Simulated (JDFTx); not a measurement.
# Ge (I4_1/amd) in JDFTx: notebook

One crystal, Ge, is run at these levels: PBE, LDA, PBEsol; tasks: single point.

All numbers are computed with JDFTx 1.7.0 (patched build); they aren't measurements. Logs are shortened: lines on timing, memory, paths and dates and some standing lists are left out, and cuts for length are marked. The log counts tension as positive stress, the text compression.

## 1. Starting point

Symmetry: I4_1/amd, No. 141, tetragonal system. Conventional cell: a = 5.149 Å, b = 5.149 Å, c = 2.795 Å, α = 90.00°, β = 90.00°, γ = 90.00°. Ge (site symmetry -4m2) has 6 Ge at 2.67 to 2.79 Å as nearest neighbours.

This isn't the form of Ge at room conditions, which is diamond.

## 2. Single point, PBE

Input file Ge.in:

```
include Ge.lattice
coords-type Lattice
include Ge.ionpos

ion-species pseudo/Ge.upf
elec-cutoff 39 312
elec-ex-corr gga-PBE
kpoint-folding 11 11 11
elec-smearing Gauss 0.00020212127
elec-n-bands 21
electronic-SCF nIterations 100 energyDiffThreshold 1e-09
electronic-minimize nIterations 30 energyDiffThreshold 1e-7
converge-empty-states yes
forces-output-coords Cartesian

dump-name run.$VAR
dump End Ecomponents EigStats BandEigs Kpoints Forces Stress
```

Input file Ge.lattice:

```
lattice \
   -4.8650804796     4.8650804796     4.8650804796 \
    4.8650804796    -4.8650804796     4.8650804796 \
    2.6407271787     2.6407271787    -2.6407271787
```

Input file Ge.ionpos:

```
ion Ge     0.5000000000     0.5000000000     0.0000000000 1
ion Ge     0.2500000000     0.7500000000     0.5000000000 1
```

Potentials or basis: PseudoDojo-SR-PBE-0.5-standard with smoothed tails.

Command:

```sh
$ jdftx -c 1 -i Ge.in -o Ge.out
```

The program printed:

```text
*************** JDFTx 1.7.0 (patched build) ***************

Input parsed successfully to the following command list (including defaults):
[... the input with its defaults ...]

---------- Setting up symmetries ----------

Non-trivial transmission matrix:
[   1   0   0  ]
[   1   1   0  ]
[   0   0   1  ]
with reduced lattice vectors:
[      0.000000      4.865080      4.865080  ]
[      0.000000     -4.865080      4.865080  ]
[      5.281454      2.640727     -2.640727  ]

Found 16 point-group symmetries of the bravais lattice
Found 16 space-group symmetries with basis
Applied RMS atom displacement 0 bohrs to make symmetries exact.

---------- Initializing the Grid ----------
R =
[     -4.86508      4.86508      4.86508  ]
[      4.86508     -4.86508      4.86508  ]
[      2.64073      2.64073     -2.64073  ]
unit cell volume = 250.014
G =
[  -3.95e-19   0.645743    1.18967  ]
[   0.645743  -3.95e-19    1.18967  ]
[   0.645743   0.645743 -3.30937e-18  ]
Minimum fftbox size, Smin = [  60  60  60  ]
Chosen fftbox size, S = [  60  60  60  ]

---------- Initializing tighter grid for wavefunction operations ----------
R =
[     -4.86508      4.86508      4.86508  ]
[      4.86508     -4.86508      4.86508  ]
[      2.64073      2.64073     -2.64073  ]
unit cell volume = 250.014
G =
[  -3.95e-19   0.645743    1.18967  ]
[   0.645743  -3.95e-19    1.18967  ]
[   0.645743   0.645743 -3.30937e-18  ]
Minimum fftbox size, Smin = [  44  44  44  ]
Chosen fftbox size, S = [  48  48  48  ]

---------- Exchange Correlation functional ----------
Initalized PBE GGA exchange.
Initalized PBE GGA correlation.

---------- Setting up pseudopotentials ----------
Width of ionic core gaussian charges (only for fluid interactions / plotting) set to 0

Reading pseudopotential file 'pseudo/Ge.upf':
  'Ge' pseudopotential, 'PBE' functional
  Generated using ONCVPSP code by D. R. Hamann
  14 valence electrons, 3 orbitals, 6 projectors, 1001 radial grid points, with lMax = 2
    3D    l: 2   occupation: 10.0   eigenvalue: -1.077154
    4S    l: 0   occupation:  2.0   eigenvalue: -0.431124
    4P    l: 1   occupation:  2.0   eigenvalue: -0.143154
  Core radius for overlap checks: 1.83 bohrs.

Initialized 1 species with 2 total atoms.

Folded 1 k-points by 11x11x11 to 1331 k-points.

---------- Setting up k-points, bands, fillings ----------
Reduced to 126 k-points under symmetry.
Computing the number of bands and number of electrons
Calculating initial fillings.
nElectrons:  28.000000   nBands: 21   nStates: 126

----- Setting up reduced wavefunction bases (one per k-point) -----
average nbasis = 2908.403 , ideal nbasis = 2908.402

---------- Setting up ewald sum ----------
Optimum gaussian width for ewald sums = 2.219675 bohr.
Real space sum over 1859 unit cells with max indices [  6  6  5  ]
Reciprocal space sum over 3375 terms with max indices [  7  7  7  ]

---------- Allocating electronic variables ----------
Initializing wave functions:  linear combination of atomic orbitals
Note: number of bands (21) exceeds available atomic orbitals (18)
Ge pseudo-atom occupations:   s ( 2 )  p ( 2 )  d ( 10 )
	FillingsUpdate:  mu: +0.467099358  nElectrons: 28.000000
LCAOMinimize: Iter:   0  F: -159.7666526943562815  |grad|_K:  3.692e-05  alpha:  1.000e+00
	FillingsUpdate:  mu: +0.467258683  nElectrons: 28.000000
LCAOMinimize: Iter:   1  F: -159.7666862258449214  |grad|_K:  1.350e-06  alpha:  8.923e-01  linmin: -6.112e-02  cgtest:  6.768e-01
LCAOMinimize: Encountered beta<0, resetting CG.
	FillingsUpdate:  mu: +0.467263357  nElectrons: 28.000000
LCAOMinimize: Iter:   2  F: -159.7666862744507910  |grad|_K:  5.927e-08  alpha:  9.598e-01  linmin:  2.766e-05  cgtest: -1.905e-03
	FillingsUpdate:  mu: +0.467263191  nElectrons: 28.000000
LCAOMinimize: Iter:   3  F: -159.7666862745442415  |grad|_K:  1.237e-09  alpha:  9.528e-01  linmin: -1.069e-01  cgtest:  7.449e-01
LCAOMinimize: Encountered beta<0, resetting CG.
LCAOMinimize: Converged (|Delta F|<1.000000e-06 for 2 iters).

-------- Electronic minimization -----------
Will mix electronic density at each iteration.
	FillingsUpdate:  mu: +0.467263191  nElectrons: 28.000000
	FillingsUpdate:  mu: +0.457065775  nElectrons: 28.000000
SCF: Cycle:  0   F: -159.810450639532803   dF: -4.376e-02   |Residual|: 2.060e-02   |deigs|: 2.772e-01
	FillingsUpdate:  mu: +0.456648443  nElectrons: 28.000000
SCF: Cycle:  1   F: -159.811049532421663   dF: -5.989e-04   |Residual|: 1.191e-02   |deigs|: 4.417e-03
	FillingsUpdate:  mu: +0.456596351  nElectrons: 28.000000
SCF: Cycle:  2   F: -159.811082315591563   dF: -3.278e-05   |Residual|: 2.657e-03   |deigs|: 1.781e-03
	FillingsUpdate:  mu: +0.456736341  nElectrons: 28.000000
SCF: Cycle:  3   F: -159.811085538118505   dF: -3.223e-06   |Residual|: 7.053e-04   |deigs|: 7.761e-04
	FillingsUpdate:  mu: +0.456753278  nElectrons: 28.000000
SCF: Cycle:  4   F: -159.811086056491092   dF: -5.184e-07   |Residual|: 2.684e-04   |deigs|: 5.819e-05
	FillingsUpdate:  mu: +0.456753271  nElectrons: 28.000000
SCF: Cycle:  5   F: -159.811086223712351   dF: -1.672e-07   |Residual|: 1.433e-04   |deigs|: 9.866e-05
	FillingsUpdate:  mu: +0.456761456  nElectrons: 28.000000
SCF: Cycle:  6   F: -159.811086276451903   dF: -5.274e-08   |Residual|: 8.623e-05   |deigs|: 8.191e-05
	FillingsUpdate:  mu: +0.456765019  nElectrons: 28.000000
SCF: Cycle:  7   F: -159.811086293084259   dF: -1.663e-08   |Residual|: 9.801e-06   |deigs|: 6.273e-05
	FillingsUpdate:  mu: +0.456764816  nElectrons: 28.000000
SCF: Cycle:  8   F: -159.811086296676507   dF: -3.592e-09   |Residual|: 1.245e-05   |deigs|: 1.130e-04
	FillingsUpdate:  mu: +0.456764381  nElectrons: 28.000000
SCF: Cycle:  9   F: -159.811086297788336   dF: -1.112e-09   |Residual|: 6.117e-06   |deigs|: 9.492e-05
	FillingsUpdate:  mu: +0.456764237  nElectrons: 28.000000
SCF: Cycle: 10   F: -159.811086298208863   dF: -4.205e-10   |Residual|: 1.685e-06   |deigs|: 3.315e-05
	FillingsUpdate:  mu: +0.456764219  nElectrons: 28.000000
SCF: Cycle: 11   F: -159.811086298301035   dF: -9.217e-11   |Residual|: 7.341e-07   |deigs|: 1.964e-05
SCF: Converged (|Delta E|<1.000000e-09 for 2 iters).

Setting wave functions to eigenvectors of Hamiltonian
Converging empty states (this may take a while): |deigs|: 1.323e-04

# Stress tensor in Cartesian coordinates [Eh/a0^3]:
[ -0.000105795            0            0  ]
[            0 -0.000105795            0  ]
[            0            0 -0.000125263  ]

# Ionic positions in lattice coordinates:
ion Ge   0.500000000000000   0.500000000000000   0.000000000000000 1
ion Ge   0.250000000000000   0.750000000000000   0.500000000000000 1

# Forces in Cartesian coordinates:
force Ge  -0.000000000000000  -0.000000000000000  -0.000000000000000 1
force Ge   0.000000000000000   0.000000000000000   0.000000000000000 1

# Energy components:
   Eewald =     -112.0414345513894574
       EH =       45.0901289236353549
     Eloc =     -107.8504041019054682
      Enl =      -94.3170252547811288
      Exc =      -43.6534683313711938
 Exc_core =       18.8142553263156991
       KE =      134.1468673363844175
-------------------------------------
     Etot =     -159.8110806531118158
       TS =        0.0000056451892290
-------------------------------------
        F =     -159.8110862983010350

IonicMinimize: Iter:   0  F: -159.811086298301035  |grad|_K:        nan
IonicMinimize: None of the convergence criteria satisfied after 0 iterations.

#--- Lowdin population analysis ---
# oxidation-state Ge +0.027 +0.027

Dumping 'run.eigStats' ...
	eMin: -0.456297 at state 0 ( [ +0.000000 +0.000000 +0.000000 ] spin 0 )
	HOMO: +0.456604 at state 25 ( [ +0.000000 +0.363636 +0.090909 ] spin 0 )
	mu  : +0.456764
	LUMO: +0.456984 at state 46 ( [ +0.090909 +0.272727 +0.090909 ] spin 0 )
	eMax: +1.022862 at state 124 ( [ +0.454545 +0.454545 -0.454545 ] spin 0 )
	HOMO-LUMO gap: +0.000380
	Optical gap  : +0.032167 at state 22 ( [ +0.000000 +0.272727 +0.363636 ] spin 0 )
Done!
```

It took 8.9 min on 1 thread of Arm Neoverse V1, shared host; peak memory 0.38 GiB.

What came out:

* Free energy: -4348.6812 eV
* Pressure: 3.3 GPa
* Band gap on the k mesh: none (metal or under the smearing width)

## 3. Single point, LDA

Input file Ge.in:

```
lattice \
   -2.5744897190     2.5744897190     2.5744897190 \
    2.5744897190    -2.5744897190     2.5744897190 \
    1.3974126432     1.3974126432    -1.3974126432
latt-scale 1.889726124626 1.889726124626 1.889726124626
coords-type Lattice
ion Ge     0.5000000000     0.5000000000     0.0000000000 1
ion Ge     0.2500000000     0.7500000000     0.5000000000 1

ion-species pseudo/Ge.upf
elec-cutoff 39 312
elec-ex-corr lda-PW
kpoint-folding 11 11 11
elec-smearing Gauss 0.0018374661
elec-n-bands 21
electronic-SCF nIterations 100 energyDiffThreshold 1e-09
electronic-minimize nIterations 30 energyDiffThreshold 1e-7
converge-empty-states yes
forces-output-coords Cartesian

dump-name run.$VAR
dump End Ecomponents EigStats BandEigs Kpoints Forces Stress ElecDensity Dtot KEdensity
```

Potentials or basis: PseudoDojo-SR-LDA-0.4.1-standard with smoothed tails.

Command:

```sh
$ jdftx -c 1 -i Ge.in -o Ge.out
```

The program printed:

```text
*************** JDFTx 1.7.0 (patched build) ***************

Input parsed successfully to the following command list (including defaults):
[... the input with its defaults ...]

---------- Setting up symmetries ----------

Non-trivial transmission matrix:
[   1   0   0  ]
[   1   1   0  ]
[   0   0   1  ]
with reduced lattice vectors:
[      0.000000      4.865080      4.865080  ]
[      0.000000     -4.865080      4.865080  ]
[      5.281454      2.640727     -2.640727  ]

Found 16 point-group symmetries of the bravais lattice
Found 16 space-group symmetries with basis
Applied RMS atom displacement 0 bohrs to make symmetries exact.

---------- Initializing the Grid ----------
R =
[     -4.86508      4.86508      4.86508  ]
[      4.86508     -4.86508      4.86508  ]
[      2.64073      2.64073     -2.64073  ]
unit cell volume = 250.014
G =
[ -6.86892e-18   0.645743    1.18967  ]
[   0.645743 -6.86892e-18    1.18967  ]
[   0.645743   0.645743 2.15282e-17  ]
Minimum fftbox size, Smin = [  60  60  60  ]
Chosen fftbox size, S = [  60  60  60  ]

---------- Initializing tighter grid for wavefunction operations ----------
R =
[     -4.86508      4.86508      4.86508  ]
[      4.86508     -4.86508      4.86508  ]
[      2.64073      2.64073     -2.64073  ]
unit cell volume = 250.014
[... 66 lines left out ...]
	FillingsUpdate:  mu: +0.442731387  nElectrons: 28.000000
SCF: Cycle:  3   F: -160.270086799027041   dF: -3.121e-06   |Residual|: 1.075e-03   |deigs|: 8.731e-04
	FillingsUpdate:  mu: +0.442754168  nElectrons: 28.000000
SCF: Cycle:  4   F: -160.270087295545579   dF: -4.965e-07   |Residual|: 3.385e-04   |deigs|: 8.850e-05
	FillingsUpdate:  mu: +0.442751122  nElectrons: 28.000000
SCF: Cycle:  5   F: -160.270087407959863   dF: -1.124e-07   |Residual|: 1.814e-04   |deigs|: 5.620e-05
	FillingsUpdate:  mu: +0.442756015  nElectrons: 28.000000
SCF: Cycle:  6   F: -160.270087451906676   dF: -4.395e-08   |Residual|: 1.259e-04   |deigs|: 8.176e-05
	FillingsUpdate:  mu: +0.442759487  nElectrons: 28.000000
SCF: Cycle:  7   F: -160.270087461887670   dF: -9.981e-09   |Residual|: 2.855e-05   |deigs|: 3.901e-05
	FillingsUpdate:  mu: +0.442759676  nElectrons: 28.000000
SCF: Cycle:  8   F: -160.270087464200742   dF: -2.313e-09   |Residual|: 5.319e-06   |deigs|: 2.072e-05
	FillingsUpdate:  mu: +0.442759556  nElectrons: 28.000000
SCF: Cycle:  9   F: -160.270087464808228   dF: -6.075e-10   |Residual|: 8.724e-06   |deigs|: 1.643e-05
	FillingsUpdate:  mu: +0.442759446  nElectrons: 28.000000
SCF: Cycle: 10   F: -160.270087464975035   dF: -1.668e-10   |Residual|: 5.784e-06   |deigs|: 1.410e-05
SCF: Converged (|Delta E|<1.000000e-09 for 2 iters).

Setting wave functions to eigenvectors of Hamiltonian
Converging empty states (this may take a while): |deigs|: 1.041e-04

# Stress tensor in Cartesian coordinates [Eh/a0^3]:
[  8.28094e-05            0            0  ]
[            0  8.28094e-05            0  ]
[            0            0  9.17276e-05  ]

# Ionic positions in lattice coordinates:
ion Ge   0.500000000000000   0.500000000000000   0.000000000000000 1
ion Ge   0.250000000000000   0.750000000000000   0.500000000000000 1

# Forces in Cartesian coordinates:
force Ge  -0.000000000000000  -0.000000000000000  -0.000000000000000 1
force Ge   0.000000000000000   0.000000000000000   0.000000000000000 1

# Energy components:
   Eewald =     -112.0414345512377139
       EH =       45.1048557488271200
     Eloc =     -109.8551637931972635
      Enl =      -92.5977456659230285
      Exc =      -42.9263943707112858
 Exc_core =       18.1864648315655266
       KE =      133.8595231096518603
-------------------------------------
     Etot =     -160.2698946910248026
       TS =        0.0001927739502423
-------------------------------------
        F =     -160.2700874649750347

IonicMinimize: Iter:   0  F: -160.270087464975035  |grad|_K:        nan
IonicMinimize: None of the convergence criteria satisfied after 0 iterations.

#--- Lowdin population analysis ---
# oxidation-state Ge +0.025 +0.025

Dumping 'run.eigStats' ...
	eMin: -0.470093 at state 0 ( [ +0.000000 +0.000000 +0.000000 ] spin 0 )
	HOMO: +0.441542 at state 87 ( [ +0.181818 +0.272727 -0.272727 ] spin 0 )
	mu  : +0.442759
	LUMO: +0.442845 at state 25 ( [ +0.000000 +0.363636 +0.090909 ] spin 0 )
	eMax: +1.012358 at state 124 ( [ +0.454545 +0.454545 -0.454545 ] spin 0 )
	HOMO-LUMO gap: +0.001304
	Optical gap  : +0.032262 at state 43 ( [ +0.090909 +0.181818 +0.272727 ] spin 0 )
Done!
```

It took 8.6 min on 1 thread of Arm Neoverse V1, shared host; peak memory 0.38 GiB.

What came out:

```
Free energy            : -4361.1713 eV
Pressure               : -2.5 GPa
Band gap on the k mesh : none (metal or under the smearing width)
```

Stress tensor (GPa, compression positive):
```
-2.44  0.00  0.00
 0.00 -2.44  0.00
 0.00  0.00 -2.70
```

## 4. Single point, PBEsol

Ge.in: that of step 3 with these lines changed.

```diff
@@ -11,5 +11,5 @@
 elec-cutoff 39 312
-elec-ex-corr lda-PW
+elec-ex-corr gga-PBEsol
 kpoint-folding 11 11 11
-elec-smearing Gauss 0.0018374661
+elec-smearing Gauss 0.00036749322
 elec-n-bands 21
@@ -21,2 +21,2 @@
 dump-name run.$VAR
-dump End Ecomponents EigStats BandEigs Kpoints Forces Stress ElecDensity Dtot KEdensity
+dump End Ecomponents EigStats BandEigs Kpoints Forces Stress
```

Potentials or basis: PseudoDojo-SR-PBEsol-0.4.1-standard with smoothed tails.

Command:

```sh
$ jdftx -c 1 -i Ge.in -o Ge.out
```

Run time: 8.4 min. Hardware: 1 thread of Arm Neoverse V1, shared host; peak memory 0.38 GiB.

The run converged. Its results:

* Free energy: -4350.5924 eV
* Pressure: -0.6 GPa
* Band gap on the k mesh: none (metal or under the smearing width)

Stress tensor (GPa, compression positive):
```
-0.67  0.00  0.00
 0.00 -0.67  0.00
 0.00  0.00 -0.32
```

Levels at points of the mesh, in eV from the Fermi level:
| k point | band 12 | band 13 | band 14 | band 15 | band 16 |
| --- | --- | --- | --- | --- | --- |
| (0.00, 0.00, 0.00) | -4.11 | -2.38 | -2.38 | 3.19 | 7.56 |

## 5. Single point, PBEsol

Input file Ge.in:

```
lattice \
   -4.8650804796     4.8650804796     4.8650804796 \
    4.8650804796    -4.8650804796     4.8650804796 \
    2.6407271787     2.6407271787    -2.6407271787
coords-type Lattice
ion Ge     0.5000000000     0.5000000000     0.0000000000 1
ion Ge     0.2500000000     0.7500000000     0.5000000000 1

ion-species pseudo/Ge.upf
elec-cutoff 39 312
elec-ex-corr gga-PBEsol
kpoint-folding 11 11 11
elec-smearing Fermi 0.0018374661
elec-n-bands 21
electronic-SCF nIterations 100 energyDiffThreshold 1e-09
electronic-minimize nIterations 30 energyDiffThreshold 1e-7
converge-empty-states yes
forces-output-coords Cartesian

dump-name run.$VAR
dump End Ecomponents EigStats BandEigs Kpoints Forces Stress ElecDensity Dtot KEdensity
```

Potentials or basis: PseudoDojo-SR-PBEsol-0.4.1-standard.

Command:

```sh
$ jdftx -c 1 -i Ge.in -o Ge.out
```

It took 3.2 min on 1 thread of Intel Xeon 6975P-C (Granite Rapids), shared host; peak memory 0.38 GiB.

The run converged. Its results:

* Free energy: -4350.6004 eV
* Pressure: -0.6 GPa
* Band gap on the k mesh: none (metal or under the smearing width)

Stress tensor (GPa, compression positive):
```
-0.50  0.00  0.00
 0.00 -0.50  0.00
 0.00  0.00 -0.77
```

Levels at points of the mesh, in eV from the Fermi level:
| k point | band 11 | band 12 | band 13 | band 14 | band 15 | band 16 |
| --- | --- | --- | --- | --- | --- | --- |
| (0.00, 0.00, 0.00) | -13.33 | -4.09 | -2.36 | -2.36 | 3.21 | 7.58 |

## 6. Summary

```tsv
level	potentials or basis	smearing	local potential set to -Z/r beyond	gap on the mesh (eV)	pressure (GPa)
PBE	PseudoDojo-SR-PBE-0.5-standard with smoothed tails	gaussian 0.011 eV	6 bohr	none	3.3
LDA	PseudoDojo-SR-LDA-0.4.1-standard with smoothed tails	gaussian 0.1 eV	6 bohr	none	-2.5
PBEsol	PseudoDojo-SR-PBEsol-0.4.1-standard with smoothed tails	gaussian 0.02 eV	6 bohr	none	-0.6
PBEsol	PseudoDojo-SR-PBEsol-0.4.1-standard	fermi-dirac 0.05 eV	-	none	-0.6
```

Alike in all rows: task single point; no spin polarisation; cell as given; k mesh 11 × 11 × 11; cutoff (eV) 1061.

Total energies depend on the potentials used, so only differences within one code and one set of settings carry meaning.
